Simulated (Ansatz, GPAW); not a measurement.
# C2 in line between two Pd chains: relaxation, then transmission at several levels, part 4 of 4

Wanted: T(E) of C2 in line between two Pd chains at a relaxed geometry in two programs, beside the unrelaxed structure.

GPAW 26.7.0 and Ansatz 0.2.0; Ansatz plane waves; relaxation of the junction with the lead ends held; PAW set soft_1 (the session's first sound run).

So far, transmission at the Fermi level (one spin): step 3 (plane waves, PBE) 2.44; step 5 (GPAW, szp: basis = "szp(dzp)", PBE, GPAW) 1.98; step 6 (minimal basis, PBE, GPAW) 1.84; step 7 (RPBE in the dzp basis: xc = "RPBE") 2.44; step 8 (without the relaxation: geometry = "as built", PBE, GPAW) 2.87.

### 10. The levels side by side

The curves are compared point by point over the common energies.

This step: comparison of transmission and cost over codes, levels and geometry; PAW set soft_1 (GPAW 26.7.0).

Ladder, by row:

| step | code | T at the Fermi level (sum over the listed spins) | conductance (G0) | r.m.s. T(E) from the first | wall time (s) | peak memory (GiB) | threads |
| --- | --- | --- | --- | --- | --- | --- | --- |
| pw-pbe | Ansatz | 2.443 | 2.353 | 0 | 128.8 | 5.224 | 4 |
| dzp | GPAW | 2.429 | 2.308 | 0.2132 | 401.5 | 1.72 | 1 |
| szp | GPAW | 1.979 | 1.792 | 0.333 | 238.8 | 1.61 | 1 |
| sz | GPAW | 1.84 | 1.739 | 0.2216 | 180.6 | 1.55 | 1 |
| dzp-RPBE | GPAW | 2.436 | 2.307 | 0.193 | 435.3 | 1.71 | 1 |
| asbuilt | GPAW | 2.867 | 2.829 | 0.4162 | 309.1 | 1.72 | 1 |

Table of transmission, zone mean, sum over the listed spins by energy, zero at the Fermi level:

| energy (eV) | pw-pbe | dzp | szp | sz | dzp-RPBE | asbuilt |
| --- | --- | --- | --- | --- | --- | --- |
| -2.000 | 1.14 | 1.03 | 0.672 | 0.820 | 1.00 | 1.65 |
| -1.800 | 1.26 | 1.15 | 0.855 | 1.01 | 1.13 | 1.80 |
| -1.600 | 1.59 | 1.46 | 1.23 | 1.38 | 1.45 | 1.70 |
| -1.425 | 1.79 | 1.72 | 1.35 | 1.57 | 1.71 | 1.51 |
| -1.400 | 1.78 | 1.73 | 1.29 | 1.54 | 1.73 | 1.49 |
| -1.200 | 1.18 | 1.45 | 0.662 | 0.767 | 1.39 | 1.31 |
| -1.000 | 0.540 | 0.586 | 1.02 | 0.837 | 0.563 | 1.28 |
| -0.875 | 1.71 | 0.824 | 1.51 | 1.69 | 1.05 | 1.37 |
| -0.825 | 1.79 | 1.56 | 1.47 | 1.73 | 1.70 | 1.43 |
| -0.800 | 1.77 | 1.78 | 1.39 | 1.70 | 1.82 | 1.47 |
| -0.600 | 2.01 | 1.33 | 0.760 | 1.83 | 1.30 | 1.96 |
| -0.500 | 1.15 | 1.96 | 1.19 | 1.14 | 1.20 | 2.37 |
| -0.400 | 1.76 | 1.61 | 1.68 | 1.79 | 1.64 | 2.47 |
| -0.200 | 2.40 | 2.32 | 1.97 | 2.28 | 2.30 | 2.74 |
| -0.125 | 2.61 | 2.70 | 2.42 | 2.45 | 2.72 | 2.82 |
| -0.100 | 2.63 | 2.74 | 2.52 | 2.44 | 2.77 | 2.84 |
| -0.075 | 2.63 | 2.73 | 2.58 | 2.38 | 2.77 | 2.85 |
| 0.000 | 2.44 | 2.43 | 1.98 | 1.84 | 2.44 | 2.87 |
| 0.200 | 0.325 | 0.382 | 0.294 | 0.403 | 0.396 | 0.918 |
| 0.400 | 0.204 | 0.226 | 0.145 | 0.172 | 0.236 | 0.357 |
| 0.600 | 0.137 | 0.149 | 0.105 | 0.113 | 0.158 | 0.147 |
| 0.800 | 0.103 | 0.109 | 0.0852 | 0.0882 | 0.117 | 0.0867 |
| 1.000 | 0.0845 | 0.0871 | 0.0733 | 0.0743 | 0.0936 | 0.0629 |
| 1.200 | 0.0751 | 0.0757 | 0.0659 | 0.0663 | 0.0811 | 0.0509 |
| 1.400 | 0.0706 | 0.0700 | 0.0617 | 0.0620 | 0.0746 | 0.0438 |
| 1.600 | 0.0693 | 0.0678 | 0.0598 | 0.0603 | 0.0720 | 0.0390 |
| 1.800 | 0.0703 | 0.0681 | 0.0600 | 0.0606 | 0.0721 | 0.0354 |
| 2.000 | 0.0732 | 0.0704 | 0.0618 | 0.0630 | 0.0744 | 0.0326 |

### 11. Smearing 0.01, mixing 0.02, mixing history 3: width = 0.01, beta = 0.02 and nmaxold = 3

Smearing helps the SCF of a metal converge, but it blurs occupations at band edges near the Fermi level. Mixing changes the road to self-consistency, not its end. The mixing history changes the road to self-consistency, not its end.

This step: GPAW LCAO, PAW setups; Landauer transmission from Green's functions with principal layers (ASE), zero bias (GPAW 26.7.0).

Contents of run.py:

```python
import json
import numpy as np
from ase import Atoms
from ase.transport.calculators import TransportCalculator
from gpaw import GPAW, FermiDirac
from gpaw.lcao.tools import get_lcao_hamiltonian
from scipy.linalg import eigh

# The junction with lead layers at both ends, along the third cell vector
device = Atoms(
    ['Pd', 'Pd', 'Pd', 'Pd', 'Pd', 'Pd', 'Pd', 'Pd', 'C', 'C', 'Pd', 'Pd', 'Pd', 'Pd', 'Pd', 'Pd', 'Pd', 'Pd'],
    positions=[
        [4.50000, 4.50000, 1.25000],
        [4.50000, 4.50000, 3.75000],
        [4.50000, 4.50000, 6.25000],
        [4.50000, 4.50000, 8.75000],
        [4.50000, 4.50000, 11.25000],
        [4.50000, 4.50000, 13.75000],
        [4.46670, 4.22480, 16.32736],
        [4.59131, 5.09627, 18.77448],
        [4.52085, 4.60353, 20.59936],
        [4.48250, 4.39210, 21.86792],
        [4.36861, 3.90028, 23.69001],
        [4.56822, 4.76796, 26.13247],
        [4.50000, 4.50000, 28.70700],
        [4.50000, 4.50000, 31.20700],
        [4.50000, 4.50000, 33.70700],
        [4.50000, 4.50000, 36.20700],
        [4.50000, 4.50000, 38.70700],
        [4.50000, 4.50000, 41.20700]],
    cell=[[9.0, 0.0, 0.0], [0.0, 9.0, 0.0], [0.0, 0.0, 42.457]],
    pbc=True)

# One principal layer of the lead: the first 5 atoms of the device
lead = Atoms(
    ['Pd', 'Pd', 'Pd', 'Pd', 'Pd'],
    positions=[
        [4.50000, 4.50000, 1.25000],
        [4.50000, 4.50000, 3.75000],
        [4.50000, 4.50000, 6.25000],
        [4.50000, 4.50000, 8.75000],
        [4.50000, 4.50000, 11.25000]],
    cell=[[9.0, 0.0, 0.0], [0.0, 9.0, 0.0], [0.0, 0.0, 12.5]],
    pbc=True)

settings = dict(mode='lcao', basis='dzp', xc='PBE', h=0.2,
                occupations=FermiDirac(0.01), maxiter=250,
                mixer=dict(beta=0.02, nmaxold=3, weight=100.0),
                convergence=dict(density=0.0001))
energies = np.arange(-2, 2 + 1e-9, 0.025)
eta = 0.0001
n1, n2 = 1, 1
# k and -k transmit alike, so half of the mesh across the current serves
mesh = [(i, j) for i in range(n1) for j in range(n2) if (i, j) <= (-i % n1, -j % n2)]
weights = np.array([1 if (i, j) == (-i % n1, -j % n2) else 2 for i, j in mesh]) / (n1 * n2)

# [... helper functions left out ...]
fermi_lead = ground_state(lead, (1, 1, 9), 'lead.txt')
fermi_device = ground_state(device, (1, 1, 2), 'device.txt')
# [... loop over the mesh left out, but for ...]
        # Shift the lead onto the potential of the device's first layer
        shift = ((H[:, 0, 0] - H0[:, 0, 0]) / S0[0, 0]).real.mean()
# [...]
kT = 8.617333e-5 * 300
bias = [0.1, 0.2, 0.5, 1.0, 1.5, 2.0]
# [... integrals and printing left out ...]
```

Started as:

```
$ OMP_NUM_THREADS=1 OPENBLAS_NUM_THREADS=1 python run.py
```

What it wrote:

```text
basis functions: device 458, principal layer 135
Fermi level: lead -4.0726 eV, device -4.1294 eV; lead shifted by -0.0236 eV
largest coupling past the next layer 1.08e-04 eV, largest misfit of the first layer 0.174 eV
  E-E_F (eV)   T (one spin)  [channel counts left out]
    -2.000    1.0642e+00
    -1.975    1.0493e+00
    -1.950    1.0471e+00
    -1.925    1.0415e+00
    -1.900    1.0486e+00
    -1.875    1.0603e+00
    -1.850    1.0760e+00
    -1.825    1.0954e+00
    -1.800    1.1178e+00
    -1.775    1.1430e+00
    -1.750    1.1705e+00
    -1.725    1.2003e+00
    -1.700    1.2322e+00
    -1.675    1.2665e+00
    -1.650    1.3031e+00
    -1.625    1.3422e+00
[...]
1.825    6.7820e-02
     1.850    6.7992e-02
     1.875    6.8200e-02
     1.900    6.8443e-02
     1.925    6.8719e-02
     1.950    6.9028e-02
     1.975    6.9368e-02
     2.000    6.9738e-02
conductance at 300 K: 2.3753 G0 a cell; thermopower 25.88 uV/K
current from the zero-bias T(E) at 0.1 V: 17.907 uA
current from the zero-bias T(E) at 0.2 V: 33.176 uA
current from the zero-bias T(E) at 0.5 V: 65.062 uA
current from the zero-bias T(E) at 1.0 V: 96.382 uA
current from the zero-bias T(E) at 1.5 V: 129.68 uA
current from the zero-bias T(E) at 2.0 V: 148.77 uA
```

Elapsed: 21 min, on 1 thread of Arm Neoverse V2, shared host; peak memory 1.6 GiB.

This step gave:

```yaml
conductance: 2.375 G₀
largest_coupling_past_the_next_principal_layer: 1.08e-4 eV
largest_misfit_of_the_first_principal_layer: 0.1740 eV
shift_that_aligns_the_lead: -0.02364 eV
transmission_at_the_fermi_level_one_spin: 2.565
```

One spin. Transmission, zone mean against energy, zero at the Fermi level:

| energy (eV) | transmission, zone mean |
| --- | --- |
| -2.000 | 1.06 |
| -1.900 | 1.05 |
| -1.800 | 1.12 |
| -1.700 | 1.23 |
| -1.600 | 1.38 |
| -1.500 | 1.57 |
| -1.400 | 1.73 |
| -1.325 | 1.78 |
| -1.300 | 1.77 |
| -1.200 | 1.59 |
| -1.100 | 1.18 |
| -1.000 | 0.694 |
| -0.900 | 0.420 |
| -0.800 | 1.33 |
| -0.700 | 1.89 |
| -0.650 | 1.99 |
| -0.600 | 1.61 |
| -0.525 | 1.43 |
| -0.500 | 0.809 |
| -0.400 | 1.23 |
| -0.300 | 1.62 |
| -0.200 | 2.17 |
| -0.100 | 2.65 |
| -0.050 | 2.73 |
| 0.000 | 2.57 |
| 0.100 | 0.254 |
| 0.200 | 0.365 |
| 0.300 | 0.273 |
| 0.400 | 0.221 |
| 0.500 | 0.184 |
| 0.600 | 0.154 |
| 0.700 | 0.129 |
| 0.800 | 0.111 |
| 0.900 | 0.0984 |
| 1.000 | 0.0892 |
| 1.100 | 0.0826 |
| 1.200 | 0.0777 |
| 1.300 | 0.0740 |
| 1.400 | 0.0712 |
| 1.500 | 0.0692 |
| 1.600 | 0.0680 |
| 1.700 | 0.0675 |
| 1.800 | 0.0677 |
| 1.900 | 0.0684 |
| 2.000 | 0.0697 |

Not self-consistent under bias; the bias window is split evenly. Table of current through one cell, from the zero-bias transmission by bias:

| bias (V) | current through one cell, from the zero-bias transmission (μA) |
| --- | --- |
| 0.100 | 17.9 |
| 0.200 | 33.2 |
| 0.500 | 65.1 |
| 1.000 | 96.4 |
| 1.500 | 130 |
| 2.000 | 149 |

Table of transmission of the three most open eigenchannels by energy, zero at the Fermi level:

| energy (eV) | channel 1 | channel 2 | channel 3 |
| --- | --- | --- | --- |
| -2.000 | 0.787 | 0.272 | 0.00511 |
| -1.800 | 0.844 | 0.253 | 0.0209 |
| -1.600 | 0.909 | 0.398 | 0.0763 |
| -1.400 | 0.940 | 0.628 | 0.166 |
| -1.200 | 0.902 | 0.512 | 0.177 |
| -1.000 | 0.640 | 0.0336 | 0.0211 |
| -0.800 | 0.630 | 0.371 | 0.330 |
| -0.600 | 0.810 | 0.710 | 0.0944 |
| -0.400 | 0.914 | 0.239 | 0.0790 |
| -0.200 | 0.852 | 0.783 | 0.536 |
| 0.000 | 0.939 | 0.876 | 0.750 |
| 0.200 | 0.365 | 3.6e-7 | 5.1e-12 |
| 0.400 | 0.221 | 3.8e-7 | 0 |
| 0.600 | 0.154 | 3.9e-7 | 0 |
| 0.800 | 0.111 | 4.1e-7 | 0 |
| 1.000 | 0.0892 | 4.3e-7 | 0 |
| 1.200 | 0.0777 | 4.4e-7 | 0 |
| 1.400 | 0.0712 | 4.6e-7 | 0 |
| 1.600 | 0.0680 | 4.8e-7 | 0 |
| 1.800 | 0.0677 | 5.0e-7 | 0 |
| 2.000 | 0.0697 | 5.2e-7 | 0 |

The conductance, 2.38 G₀, lies 2.9 % above that of the dzp run.

### 12. Results

```
conductance                                        : 2.31 G₀
transmission at the Fermi level, mean of the spins : 2.43
open channels of the lead there                    : 4
```

What this shows: In the dzp basis the junction conducts 2.31 G₀ at 300 K, with T = 2.43 a spin at the Fermi level; no smaller basis tried comes within 10 % of that conductance. Relaxation moved atoms by up to 0.61 Å and took the conductance from 2.83 to 2.31 G₀, as a ratio a smaller change than the step from dzp to the minimal basis. Plane waves (PBE) give T = 2.44 there. The scatterer reflects about 39 % of the incoming channels at the Fermi level. At the Fermi level the three most open eigenchannels pass 0.94, 0.88 and 0.61. Measured against the first run (pw-pbe), the nearest curve is that of dzp-RPBE (r.m.s. 0.19) and the farthest that of asbuilt (0.42). Over the compared runs wall time goes from 129 s (pw-pbe) to 435 s (dzp-RPBE), on a shared host; the plane-wave run used 4 threads and the orbital runs 1. The leads kept an estimated spacing and the cell its length, so the junction may be under some tension or compression. The run had no spin polarisation, so a magnetic state, which chains and small molecules with open shells often have, wasn't tested. An evenly spaced straight chain is an idealisation: free chains tend to dimerise, zigzag or, where a band edge lies near the Fermi level, turn magnetic. The currents use the zero-bias T(E) throughout, which holds only while the bias is small against the distance to the nearest feature. Within about eight thermal energies of the Fermi level ln T(E) bends sharply from one computed energy to the next, or the lead's channel count changes, so the thermal averages, above all the thermopower, rest on an interpolation that may be rough.

[Logs are printed without paths, hosts, clocks, repeated set-up lines and the standing remarks that a program may print on its own settings, such as how far it seeks lower states.]

[Hosts, paths, dates, database ids (printed as entryN), source tags and the programs' standing remarks are cut or masked in the printed files.]
